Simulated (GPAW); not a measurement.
**Ti: optical spectrum with PBE**

Crystal: Ti.

```xyz
2
Lattice="3.0079 0.0000 0.0000 -1.5039 2.6049 0.0000 0.0000 0.0000 4.7718" Properties=species:S:1:pos:R:3 pbc="T T T"
Ti    1.5039    0.8683    3.5788
Ti    0.0000    1.7366    1.1929
```

```json
{"Program": "GPAW 26.7.0", "Task": "optical spectrum", "Functional": "PBE", "Potentials or basis": "GPAW PAW data sets (gpaw-data 1.2.1)", "Cutoff": "400 eV", "Basis": "pw", "k mesh": "8 × 8 × 5", "Occupations": "fermi-dirac, width 0.05 eV", "Spin": "no spin polarisation", "Eta": "0.1 eV", "Response ecut": "50 eV", "Scissors": "0 eV", "Kernel": "RPA", "Maxiter": "150", "Response k mesh": "20 × 20 × 11", "Domega0": "0.05 eV", "Omega2": "10 eV", "Response bands": "32", "Directions": "[\"x\", \"z\"]", "Intraband": "yes"}
```

| Item | Value |
| --- | --- |
| Band gap on the k mesh | none (metal or under the smearing width) |

Dielectric function (mean over the directions given):
| energy (eV) | real part | imaginary part |
| --- | --- | --- |
| 0.25 | -54.90 | 129.26 |
| 0.67 | 6.28 | 50.13 |
| 1.15 | 8.87 | 33.92 |
| 1.66 | -0.34 | 28.93 |
| 2.18 | -3.42 | 20.79 |
| 2.66 | -2.29 | 15.76 |
| 3.17 | -3.31 | 15.27 |
| 3.56 | -4.76 | 14.22 |
| 4.03 | -8.43 | 9.79 |
| 4.51 | -6.27 | 4.62 |
| 5.01 | -3.60 | 3.07 |
| 5.53 | -0.86 | 2.95 |
| 6.07 | -0.97 | 6.25 |
| 6.55 | -3.67 | 3.93 |
| 6.87 | -2.93 | 3.01 |
| 7.38 | -2.08 | 1.63 |
| 7.90 | -0.84 | 1.24 |
| 8.43 | 0.49 | 2.32 |
| 8.89 | -0.50 | 2.57 |
| 9.47 | -0.60 | 2.73 |
| 9.76 | -0.80 | 2.49 |
| 10.26 | -1.14 | 2.35 |
| 10.78 | -1.30 | 1.79 |
| 11.31 | -1.18 | 1.25 |
| 11.85 | -0.83 | 0.94 |
| 12.30 | -0.72 | 0.90 |
| 12.77 | -0.50 | 0.78 |
| 13.24 | -0.40 | 0.77 |
| 13.72 | -0.35 | 0.71 |
| 14.22 | -0.30 | 0.62 |
| 14.73 | -0.18 | 0.52 |
| 15.26 | -0.15 | 0.49 |
| 15.80 | -0.10 | 0.40 |
| 16.21 | 0.01 | 0.35 |
| 16.78 | 0.10 | 0.29 |
| 17.36 | 0.17 | 0.29 |
| 17.96 | 0.25 | 0.22 |
| 18.58 | 0.32 | 0.21 |
| 19.22 | 0.39 | 0.21 |
| 19.87 | 0.43 | 0.19 |

Wall time 2.8 min on 1 thread of Arm Neoverse V2 (shared host), peak memory 0.5 GiB.

Caveat: the intraband term hangs on this k mesh; the long-wavelength limit can be off by several per cent where d states take part; independent-particle spectra lack excitons.
